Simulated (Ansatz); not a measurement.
**NaCl under changes of volume**

One of the cells (21.813 Å³/atom); the others are scaled copies at fixed shape and fractional positions:

```
Cl Na
1.0
     0.00000    2.79406    2.79406
     2.79406    0.00000    2.79406
     2.79406    2.79406    0.00000
Cl Na
1 1
Direct
  0.50000 0.50000 0.50000
  0.00000 0.00000 0.00000
```

The cell is a database's computed one.

| Quantity | Value |
| --- | --- |
| Program | Ansatz 0.2.0 |
| Functional | PBE |
| Potentials or basis | all-electron LAPW, scalar-relativistic |
| Cutoff | 184 eV (chosen from the basis error) |
| Basis error allowed | 0.0005 eV/atom |
| k mesh | 8 × 8 × 8 |
| Occupations | fermi-dirac, width 0.05 eV |
| Spin | no spin polarisation |

| volume (Å³/atom) | energy over the lowest point (meV/atom) | pressure (GPa) | gap on the mesh (eV) |
| --- | --- | --- | --- |
| 20.504 | 27.12 | 3.7 | 5.48 |
| 20.940 | 18.08 | 2.9 | 5.39 |
| 21.376 | 11.10 | 2.2 | 5.30 |
| 21.813 | 5.99 | 1.6 | 5.22 |
| 22.249 | 2.55 | 1.0 | 5.14 |
| 22.685 | ? | ? | ? |
| 23.121 | 0.00 | 0.0 | 4.99 |

Problem. What does the run at 22.685 Å³/atom give?

Solution. Energy over the lowest point 0.60 meV/atom; pressure 0.5 GPa; gap on the mesh 5.06 eV.

Worked out: A Birch-Murnaghan fit of order 3 (a polynomial in V^(-2/3)) to the other rows has its minimum at 23.11 Å³/atom with B0 = V·E''(V) = 23 GPa and B' = 4.7. It gives 0.60 meV/atom at 22.685 Å³/atom, against the run's 0.60, and -dE/dV = 0.5 GPa, against 0.5. A straight line through the other rows of the gap, of slope -4.08 eV per unit of ln V (its deformation potential), gives 5.06 eV, against the run's 5.06.

Energies are extrapolated to zero smearing.
